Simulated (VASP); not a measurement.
## BN: band structure with PBE+D3(BJ)

BN:

```xyz
4
Lattice="2.5065 0.0000 0.0000 -1.2532 2.1707 0.0000 0.0000 0.0000 6.5603" Properties=species:S:1:pos:R:3 pbc="T T T"
B     0.0000    1.4471    1.6401
B     1.2532    0.7236    4.9202
N     0.0000    1.4471    4.9202
N     1.2532    0.7236    1.6401
```

* Program: VASP 6.6.1
* Task: band structure
* Functional: PBE
* Dispersion: D3(BJ)
* Potentials or basis: VASP PAW PBE potentials, release 64 (B, N)
* Cutoff: 700 eV
* k mesh: 15 × 15 × 6
* Occupations: gaussian, width 0.02 eV
* Spin: no spin polarisation
* Further INCAR settings: ALGO = Normal; EDIFF = 1e-07; NBANDS = 16

```
Pressure                   : 0.0 GPa
Band gap on the k mesh     : 4.26 eV, indirect (least direct gap 4.63 eV)
Band gap along the path    : 4.21 eV, indirect (least direct gap 4.63 eV)
Dispersion energy per atom : -0.143 eV
```

Levels at the corners of the path, in eV from the valence-band top:
```csv
point,band 4,band 5,band 6,band 7,band 8,band 9,band 10,band 11,band 12,band 13
Γ,-4.05,-1.38,-1.38,-1.34,-1.34,5.29,10.40,11.47,11.47,11.60
M,-8.87,-4.19,-4.12,-1.53,-0.45,4.21,5.65,9.47,9.87,12.72
M,-8.87,-4.19,-4.12,-1.53,-0.45,4.21,5.65,9.47,9.87,12.72
K,-7.84,-7.19,-7.19,-0.14,-0.14,4.83,4.83,10.69,13.17,13.17
K,-7.84,-7.19,-7.19,-0.14,-0.14,4.83,4.83,10.69,13.17,13.17
Γ,-4.05,-1.38,-1.38,-1.34,-1.34,5.29,10.40,11.47,11.47,11.60
Γ,-4.05,-1.38,-1.38,-1.34,-1.34,5.29,10.40,11.47,11.47,11.60
A,-5.31,-1.36,-1.36,-1.36,-1.36,7.72,7.72,11.54,11.54,11.54
A,-5.31,-1.36,-1.36,-1.36,-1.36,7.72,7.72,11.54,11.54,11.54
L,-8.91,-4.15,-4.15,-0.96,-0.96,4.68,4.68,9.85,9.85,13.60
L,-8.91,-4.15,-4.15,-0.96,-0.96,4.68,4.68,9.85,9.85,13.60
H,-7.93,-7.20,-7.20,-0.05,-0.05,4.58,4.58,11.95,11.95,13.86
H,-7.93,-7.20,-7.20,-0.05,-0.05,4.58,4.58,11.95,11.95,13.86
A,-5.31,-1.36,-1.36,-1.36,-1.36,7.72,7.72,11.54,11.54,11.54
L,-8.91,-4.15,-4.15,-0.96,-0.96,4.68,4.68,9.85,9.85,13.60
M,-8.87,-4.19,-4.12,-1.53,-0.45,4.21,5.65,9.47,9.87,12.72
K,-7.84,-7.19,-7.19,-0.14,-0.14,4.83,4.83,10.69,13.17,13.17
H,-7.93,-7.20,-7.20,-0.05,-0.05,4.58,4.58,11.95,11.95,13.86
```

Run time: 2.8 min on 1 thread of Intel(R) Xeon(R) Platinum 8488C (Sapphire Rapids), on a shared host, peak memory 0.28 GiB.

Expect the measured gap to be larger: semilocal functionals such as PBE lack the derivative discontinuity.
